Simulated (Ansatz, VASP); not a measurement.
**Rb: VASP beside Ansatz**

Contents of INCAR:

```
PREC = Accurate
ENCUT = 520
EDIFF = 1E-8
ISMEAR = -1
SIGMA = 0.05
LREAL = F
LASPH = T
NELM = 60
ALGO = Normal
ISIF = 2
LWAVE = F
LCHARG = F
GGA = PE
LEFG = T
NBANDS = 10
```

Contents of KPOINTS:

```
regular mesh
0
Gamma
  8 8 8
```

POSCAR

```
Rb
1.0
   -2.7492058961      2.7492058961      2.7492058961
    2.7492058961     -2.7492058961      2.7492058961
    2.7492058961      2.7492058961     -2.7492058961
Rb
1
Direct
    0.0000000000      0.0000000000      0.0000000000
```

Input for Ansatz:

```yaml
crystal:
  lattice:
    - [-2.7492058961, 2.7492058961, 2.7492058961]
    - [2.7492058961, -2.7492058961, 2.7492058961]
    - [2.7492058961, 2.7492058961, -2.7492058961]
  atoms:
    - { symbol: Rb, position: [0.0, 0.0, 0.0] }
kpoints:
  mp_grid: { grid: [8, 8, 8] }
scf:
  occupations: { method: fermi_dirac, width: 0.05 }
hamiltonian:
  xc: pbe
  pseudopotentials: { kind: all_electron, datasets: crystal }
output:
  forces: true
  stress: true
  eigenvalues: true
  efg: { contact_densities: true }
```

Change from the starting cell: volume scaled by 0.9405, crystal datasets.

Alike in both runs: task electric field gradients; functional PBE; k mesh 8 × 8 × 8; occupations fermi-dirac, width 0.05 eV; no spin polarisation.

|  | VASP | Ansatz |
| --- | --- | --- |
| version | VASP 6.6.1 | Ansatz 0.2.0 |
| potentials or method | VASP PAW PBE potentials, release 64 (Rb_sv) | all-electron PAW with datasets made for the crystal, scalar-relativistic |
| plane-wave cutoff (eV) | 520 | see its input |

```csv
,VASP,Ansatz,Ansatz less VASP
pressure (GPa),0.3,0.3,0.00
Vzz of the field gradient on the site that differs most (V/Å²),0.0,0.0,0.00
```

Ansatz ran all-electron here, so the differences hold the error of VASP's frozen core and of both bases. Ansatz warned: «gradients_without_spin_orbit».
